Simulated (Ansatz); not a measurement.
**Ti: enthalpy against pressure**

Ti, Fm-3m, a = 4.110 Å. This isn't the element's structure at ambient conditions. Ansatz: r2SCAN, PAW, 500 eV, Γ-centred 18×18×18 mesh on 1 atom, Gaussian smearing 0.10 eV; no spin polarisation. Cell and atoms are relaxed at each pressure, and no other structure is tried, so the rows at high pressure may lie past a change of phase. y is the enthalpy over the state at zero pressure; there V0 = 17.360 Å³/atom. The pressures are the targets, met within 0.02 GPa.

| P (GPa) | y (eV/atom) |
| --- | --- |
| -3.0 | -0.3296 |
| 0.0 | 0.0000 |
| 3.0 | 0.3209 |
| 8.0 | 0.8386 |
| 15.0 | 1.5325 |
| 30.0 | ? |
| 60.0 | 5.4173 |

Problem. Fit y = c1 P + c2 P² + c3 P³ to the other rows, say what c1 and c2 mean, and predict the missing value.

Solution. Least squares on the rows shown. y = 0.10832 P − 0.00044828 P² + 2.4618×10⁻⁶ P³. Since dH/dP = V, c1 is V0: 0.10832 eV/GPa × 160.2 = 17.353 Å³ against 17.360; c2 = −V0/(2B0) gives B0 = 121 GPa, where a Birch–Murnaghan fit to the volumes of the same runs (not shown) gives 112 GPa: a cubic over this range folds the higher terms into c2. At P = 30.0 the fit asked for gives 2.9126 eV/atom. The run gave 2.9217 eV/atom, so the fit is 0.0091 eV/atom too low, 0.16 % of the span of the series, against an rms of 0.0004 eV/atom on the fitted rows. With a term in P⁴ added, a fit to the same known rows predicts 2.9263 eV/atom, a smaller miss on the other side.

The mesh isn't the same in all rows (18×18×18, 20×20×20).